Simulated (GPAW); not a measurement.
# La (P6_3/mmc) in GPAW: relaxation of cell and atoms with r2SCAN+D3(BJ)

Aim: the relaxation of cell and atoms of La with r2SCAN+D3(BJ).

Everything below comes from runs of GPAW 26.7.0. Logs are shortened: lines on timing, memory, paths and dates and some standing lists are left out, and cuts for length are marked. The log counts tension as positive stress, the text compression.

**1. The structure**

It takes space group P6_3/mmc (No. 194, hexagonal). Conventional cell: a = 3.750 Å, b = 3.750 Å, c = 6.070 Å, α = 90.00°, β = 90.00°, γ = 120.00°. La (site symmetry -6m2) is surrounded by 12 La at 3.73 to 3.75 Å.

This isn't the form of La at room conditions, which is double hcp.

**2. Relaxation of cell and atoms, r2SCAN+D3(BJ)**

run.py

```python
from ase import Atoms
from ase.calculators.mixing import SumCalculator
from ase.filters import FrechetCellFilter
from ase.io import write
from ase.optimize import BFGS
from dftd3.ase import DFTD3
from gpaw import GPAW, PW

atoms = Atoms(['La', 'La'],
              cell=[[3.75, 0.0, 0.0],
                    [-1.875, 3.2475952642, 0.0],
                    [0.0, 0.0, 6.07]],
              scaled_positions=[[0.6666666667, 0.3333333333, 0.75],
                                [0.3333333333, 0.6666666667, 0.25]],
              pbc=True)

calc = GPAW(mode=PW(800),
            xc='MGGA_X_R2SCAN+MGGA_C_R2SCAN',
            kpts={'size': (6, 6, 3), 'gamma': True},
            occupations={'name': 'fermi-dirac', 'width': 0.05},
            nbands=28,
            convergence={'density': 1e-05, 'energy': 1e-05},
            maxiter=150,
            txt='gpaw.txt')
atoms.calc = SumCalculator([calc, DFTD3(method='r2scan', damping='d3bj')])
opt = BFGS(FrechetCellFilter(atoms), trajectory='relax.traj', logfile='-')
done = opt.run(fmax=0.05, steps=40)
calc.write('gs.gpw')
write('result.traj', atoms)
print('Converged:', done)
print('Cell:', atoms.cell.cellpar().round(4))
print('Volume:', round(atoms.get_volume(), 4))
print(atoms.get_scaled_positions().round(5))
```

Potentials or basis: GPAW PAW data sets (gpaw-data 1.2.1), pw.

Started as:

```console
OMP_NUM_THREADS=1 python run.py
```

gpaw.txt:

```text
__  _  _
 | _ |_)|_||  |
 |__||  | ||/\| - 26.7.0

Input parameters:
  mode=PW(ecut=800.0),
  convergence={'density': 1e-05, 'energy': 1e-05},
  kpts=MonkhorstPack(size=(6, 6, 3), gamma=True),
  maxiter=150,
  nbands=28,
  occupations=Occupations(name='fermi-dirac', width=0.05),
  xc=XC(name='MGGA_X_R2SCAN+MGGA_C_R2SCAN')

Diagonalizing LCAO Hamiltonian
Converting LCAO to pw mode

           La

        La

Atoms  # Å, Bohr magnetons
|   | symbol |         x |        y |        z |    initial magnetic moments |
|---|--------|-----------|----------|----------|-----------------------------|
| 0 |     La |  1.875000 | 1.082532 | 4.552500 | ( 0.0000,  0.0000,  0.0000) |
| 1 |     La | -0.000000 | 2.165064 | 1.517500 | ( 0.0000,  0.0000,  0.0000) |

Unit cell  # Å
| periodic |         x |        y |        z |  lengths |     angles |
|----------|-----------|----------|----------|----------|------------|
|      yes |  3.750000 | 0.000000 | 0.000000 | 3.750000 |  90.000000 |
|      yes | -1.875000 | 3.247595 | 0.000000 | 3.750000 |  90.000000 |
|      yes |  0.000000 | 0.000000 | 6.070000 | 6.070000 | 120.000000 |

Number of symmetries: 12
Symmetry operations  # r_c * U_cc + t_c -> r_c
|    | kind |            matrix            |
|----|------|------------------------------|
|  0 |  σ   |  1, 1, 0,  0,-1, 0,  0, 0, 1 |
|  1 |  S6  |  1, 1, 0, -1, 0, 0,  0, 0,-1 |
|  2 |  E   |  1, 0, 0,  0, 1, 0,  0, 0, 1 |
|  3 |  C2  |  1, 0, 0, -1,-1, 0,  0, 0,-1 |
|  4 |  C2  |  0, 1, 0,  1, 0, 0,  0, 0,-1 |
|  5 |  C3  |  0, 1, 0, -1,-1, 0,  0, 0, 1 |
|  6 |  S6  |  0,-1, 0,  1, 1, 0,  0, 0,-1 |
|  7 |  σ   |  0,-1, 0, -1, 0, 0,  0, 0, 1 |
[... 154 lines left out ...]
|          2 |        -8.129 |     2.000 |
|          3 |        -6.855 |     2.000 |
|          4 |        -6.855 |     2.000 |
|          5 |        -6.666 |     2.000 |
|          6 |        -6.666 |     2.000 |
|          7 |        -6.631 |     2.000 |
[... 8 lines left out ...]
|         16 |        11.865 |     0.000 |
|         17 |        11.865 |     0.000 |
|        ... |               |           |
|         27 |        13.406 |     0.000 |

No gap
No difference between direct/indirect transitions

Stress tensor  # eV/Ang^3
|         x |         y |        z |
|-----------|-----------|----------|
| -0.006273 |  0.000000 | 0.000000 |
|  0.000000 | -0.006273 | 0.000000 |
|  0.000000 |  0.000000 | 0.002042 |

Forces  # eV/Ang
|       x |        y |        z |
|---------|----------|----------|
| 0.00000 | -0.00000 |  0.00010 |  # La   0
| 0.00000 |  0.00000 | -0.00010 |  # La   1

Interpolating wave functions to new cell

           La

        La

Atoms  # Å, Bohr magnetons
|   | symbol |         x |        y |        z |    initial magnetic moments |
|---|--------|-----------|----------|----------|-----------------------------|
| 0 |     La |  1.875439 | 1.082785 | 4.543573 | ( 0.0000,  0.0000,  0.0000) |
| 1 |     La | -0.000000 | 2.165571 | 1.514522 | ( 0.0000,  0.0000,  0.0000) |

Unit cell  # Å
| periodic |         x |         y |         z |  lengths |     angles |
|----------|-----------|-----------|-----------|----------|------------|
|      yes |  3.750878 |  0.000000 |  0.000000 | 3.750878 |  90.000000 |
|      yes | -1.875439 |  3.248356 | -0.000000 | 3.750878 |  90.000000 |
|      yes |  0.000000 | -0.000000 |  6.058095 | 6.058095 | 120.000000 |

Number of symmetries: 12
Symmetry operations  # r_c * U_cc + t_c -> r_c
|    | kind |            matrix            |
|----|------|------------------------------|
|  0 |  σ   |  1, 1, 0,  0,-1, 0,  0, 0, 1 |
|  1 |  S6  |  1, 1, 0, -1, 0, 0,  0, 0,-1 |
|  2 |  E   |  1, 0, 0,  0, 1, 0,  0, 0, 1 |
|  3 |  C2  |  1, 0, 0, -1,-1, 0,  0, 0,-1 |
|  4 |  C2  |  0, 1, 0,  1, 0, 0,  0, 0,-1 |
|  5 |  C3  |  0, 1, 0, -1,-1, 0,  0, 0, 1 |
|  6 |  S6  |  0,-1, 0,  1, 1, 0,  0, 0,-1 |
|  7 |  σ   |  0,-1, 0, -1, 0, 0,  0, 0, 1 |
|  8 |  σ   | -1, 0, 0,  1, 1, 0,  0, 0, 1 |
|  9 |  i   | -1, 0, 0,  0,-1, 0,  0, 0,-1 |
| 10 |  C3  | -1,-1, 0,  1, 0, 0,  0, 0, 1 |
| 11 |  C2  | -1,-1, 0,  0, 1, 0,  0, 0,-1 |
[... 170 lines left out ...]
No gap
No difference between direct/indirect transitions

Stress tensor  # eV/Ang^3
|         x |         y |         z |
|-----------|-----------|-----------|
| -0.006385 |  0.000000 |  0.000000 |
|  0.000000 | -0.006385 | -0.000000 |
|  0.000000 | -0.000000 |  0.001470 |

Forces  # eV/Ang
|        x |       y |        z |
|----------|---------|----------|
| -0.00000 | 0.00000 |  0.00011 |  # La   0
|  0.00000 | 0.00000 | -0.00011 |  # La   1

Interpolating wave functions to new cell

           La

        La

Atoms  # Å, Bohr magnetons
|   | symbol |         x |        y |        z |    initial magnetic moments |
|---|--------|-----------|----------|----------|-----------------------------|
| 0 |     La |  1.882355 | 1.086778 | 4.427772 | ( 0.0000,  0.0000,  0.0000) |
| 1 |     La | -0.000000 | 2.173557 | 1.475894 | ( 0.0000,  0.0000,  0.0000) |

Unit cell  # Å
| periodic |         x |        y |        z |  lengths |     angles |
|----------|-----------|----------|----------|----------|------------|
|      yes |  3.764711 | 0.000000 | 0.000000 | 3.764711 |  90.000000 |
|      yes | -1.882355 | 3.260335 | 0.000000 | 3.764711 |  90.000000 |
|      yes |  0.000000 | 0.000000 | 5.903666 | 5.903666 | 120.000000 |
[... 649 lines left out ...]
           La

        La

Atoms  # Å, Bohr magnetons
|   | symbol |         x |        y |        z |    initial magnetic moments |
|---|--------|-----------|----------|----------|-----------------------------|
| 0 |     La |  1.897120 | 1.095303 | 4.379448 | ( 0.0000,  0.0000,  0.0000) |
| 1 |     La | -0.000000 | 2.190606 | 1.459780 | ( 0.0000,  0.0000,  0.0000) |

Unit cell  # Å
| periodic |         x |        y |         z |  lengths |     angles |
|----------|-----------|----------|-----------|----------|------------|
|      yes |  3.794240 | 0.000000 | -0.000000 | 3.794240 |  90.000000 |
|      yes | -1.897120 | 3.285909 |  0.000000 | 3.794240 |  90.000000 |
|      yes | -0.000000 | 0.000000 |  5.839228 | 5.839228 | 120.000000 |

Number of symmetries: 12
Symmetry operations  # r_c * U_cc + t_c -> r_c
|    | kind |            matrix            |
|----|------|------------------------------|
|  0 |  σ   |  1, 1, 0,  0,-1, 0,  0, 0, 1 |
|  1 |  S6  |  1, 1, 0, -1, 0, 0,  0, 0,-1 |
|  2 |  E   |  1, 0, 0,  0, 1, 0,  0, 0, 1 |
|  3 |  C2  |  1, 0, 0, -1,-1, 0,  0, 0,-1 |
|  4 |  C2  |  0, 1, 0,  1, 0, 0,  0, 0,-1 |
|  5 |  C3  |  0, 1, 0, -1,-1, 0,  0, 0, 1 |
|  6 |  S6  |  0,-1, 0,  1, 1, 0,  0, 0,-1 |
|  7 |  σ   |  0,-1, 0, -1, 0, 0,  0, 0, 1 |
|  8 |  σ   | -1, 0, 0,  1, 1, 0,  0, 0, 1 |
|  9 |  i   | -1, 0, 0,  0,-1, 0,  0, 0,-1 |
| 10 |  C3  | -1,-1, 0,  1, 0, 0,  0, 0, 1 |
| 11 |  C2  | -1,-1, 0,  0, 1, 0,  0, 0,-1 |
[... 187 lines left out ...]
           La

        La

Atoms  # Å, Bohr magnetons
|   | symbol |         x |        y |        z |    initial magnetic moments |
|---|--------|-----------|----------|----------|-----------------------------|
| 0 |     La |  1.901648 | 1.097917 | 4.393617 | ( 0.0000,  0.0000,  0.0000) |
| 1 |     La | -0.000000 | 2.195834 | 1.464521 | ( 0.0000,  0.0000,  0.0000) |

Unit cell  # Å
| periodic |         x |        y |         z |  lengths |     angles |
|----------|-----------|----------|-----------|----------|------------|
|      yes |  3.803297 | 0.000000 | -0.000000 | 3.803297 |  90.000000 |
|      yes | -1.901648 | 3.293751 |  0.000000 | 3.803297 |  90.000000 |
|      yes | -0.000000 | 0.000000 |  5.858138 | 5.858138 | 120.000000 |

Number of symmetries: 12
Symmetry operations  # r_c * U_cc + t_c -> r_c
|    | kind |            matrix            |
|----|------|------------------------------|
|  0 |  σ   |  1, 1, 0,  0,-1, 0,  0, 0, 1 |
|  1 |  S6  |  1, 1, 0, -1, 0, 0,  0, 0,-1 |
|  2 |  E   |  1, 0, 0,  0, 1, 0,  0, 0, 1 |
|  3 |  C2  |  1, 0, 0, -1,-1, 0,  0, 0,-1 |
|  4 |  C2  |  0, 1, 0,  1, 0, 0,  0, 0,-1 |
|  5 |  C3  |  0, 1, 0, -1,-1, 0,  0, 0, 1 |
|  6 |  S6  |  0,-1, 0,  1, 1, 0,  0, 0,-1 |
|  7 |  σ   |  0,-1, 0, -1, 0, 0,  0, 0, 1 |
|  8 |  σ   | -1, 0, 0,  1, 1, 0,  0, 0, 1 |
|  9 |  i   | -1, 0, 0,  0,-1, 0,  0, 0,-1 |
| 10 |  C3  | -1,-1, 0,  1, 0, 0,  0, 0, 1 |
| 11 |  C2  | -1,-1, 0,  0, 1, 0,  0, 0,-1 |
[... 173 lines left out ...]
Stress tensor  # eV/Ang^3
|         x |         y |         z |
|-----------|-----------|-----------|
| -0.005488 |  0.000000 | -0.000000 |
|  0.000000 | -0.005488 | -0.000000 |
| -0.000000 | -0.000000 | -0.005751 |

Forces  # eV/Ang
|        x |        y |        z |
|----------|----------|----------|
| -0.00000 | -0.00000 | -0.00041 |  # La   0
|  0.00000 |  0.00000 |  0.00041 |  # La   1

# Writing to gs.gpw (mode='')
```

Wall time 6.6 min (1 thread of Intel Xeon 6975P-C (Granite Rapids), shared host); peak memory 5.6 GiB.

What came out:

- Free energy: -39.3533 eV
- Relaxed volume: 36.69 Å³/atom
- Relaxed cell: a = 3.803 Å, b = 3.803 Å, c = 5.858 Å, α = 90.00°, β = 90.00°, γ = 120.00°
- Space group after relaxing (to 0.05 Å): P6_3/mmc (No. 194)
- Energy gained by relaxing: 6.6 meV/atom
- Ionic steps: 7
- Pressure after relaxing: 0.0 GPa
- Band gap on the k mesh: none (metal or under the smearing width)
- Dispersion energy per atom: -0.198 eV

The path:
| step | energy change (eV) | largest force (eV/Å) | pressure (GPa) | volume (Å³) |
| --- | --- | --- | --- | --- |
| 1 | 0.0000 | 0.0001 | -0.30 | 73.92 |
| 2 | -0.0011 | 0.0001 | -0.26 | 73.81 |
| 3 | -0.0091 | 0.0001 | 0.30 | 72.46 |
| 4 | -0.0102 | 0.0002 | 0.38 | 72.33 |
| 5 | -0.0116 | 0.0002 | 0.37 | 72.42 |
| 6 | -0.0127 | 0.0003 | 0.23 | 72.80 |
| 7 | -0.0131 | 0.0004 | 0.02 | 73.39 |

Final structure:
```
La
1.0
     3.80330    0.00000    0.00000
    -1.90165    3.29375    0.00000
     0.00000    0.00000    5.85814
La
2
Direct
  0.66667 0.33333 0.75000
  0.33333 0.66667 0.25000
```

Caveat: one-centre terms of the f shell are cut off; later steps reuse the first step's grids; the PAW data sets were made with another functional, which shifts forces and pressure a little; pairwise dispersion overbinds metals, which lowers pressure and volume. Spin-orbit coupling is left out, which matters for the levels of La.
